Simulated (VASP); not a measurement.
Set up this calculation in VASP 6.6.1, as the native input.

```
Task                   : relaxation of cell and atoms
Functional             : PBEsol
Potentials or basis    : VASP PAW PBE potentials, release 64 (Se, Sn_d)
Cutoff                 : 600 eV
k mesh                 : 10 × 10 × 10
Occupations            : gaussian, width 0.03 eV
Spin                   : no spin polarisation
Further INCAR settings : ALGO = Normal; EDIFF = 1e-06; IBRION = 2; EDIFFG = -0.01; NSW = 60; ISIF = 3
```

The structure of SnSe lies in POSCAR:

```
SnSe
1.0
    0.0000000000      3.0000000000      3.0000000000
    3.0000000000      0.0000000000      3.0000000000
    3.0000000000      3.0000000000      0.0000000000
Se Sn
1 1
Direct
    0.5000000000      0.5000000000      0.5000000000
    0.0000000000      0.0000000000      0.0000000000
```

The cell was built by a generator and needn't be a form met in nature.

These files were run (other wordings do the same):

INCAR

```
  ALGO = Normal
  EDIFF = 1E-6
  EDIFFG = -0.01
  ENCUT = 600
  GGA = PS
  IBRION = 2
  ISIF = 3
  ISMEAR = 0
  LASPH = True
  LCHARG = False
  LREAL = False
  LWAVE = False
  NELM = 60
  NSW = 60
  PREC = Accurate
  SIGMA = 0.03
```

KPOINTS

```
k-points
0
Gamma
  10 10 10
```

Potentials or basis: VASP PAW PBE potentials, release 64 (Se, Sn_d).

Launch:

```bash
$ cat potpaw_PBE.64/Se/POTCAR potpaw_PBE.64/Sn_d/POTCAR > POTCAR
$ mpirun -np 1 vasp_std > vasp.out
```

Results of the run:

```
Relaxed volume                         : 26.35 Å³/atom
Relaxed cell                           : a = 4.208 Å, b = 4.208 Å, c = 4.208 Å, α = 60.00°, β = 60.00°, γ = 60.00°
Space group after relaxing (to 0.05 Å) : Fm-3m (No. 225)
Energy gained by relaxing              : 2.7 meV/atom
Ionic steps                            : 3
Pressure after relaxing                : 0.0 GPa
Band gap on the k mesh                 : 0.48 eV, indirect (least direct gap 0.58 eV)
```

Caveat: the PAW data sets were made with another functional, which shifts forces and pressure a little; spin-orbit coupling is left out, which moves the levels of the heavy elements.

Run time: 56 s on 1 thread of AMD EPYC 9R45 96-Core Processor (Zen 5), with other jobs on the host, peak memory 0.21 GiB.
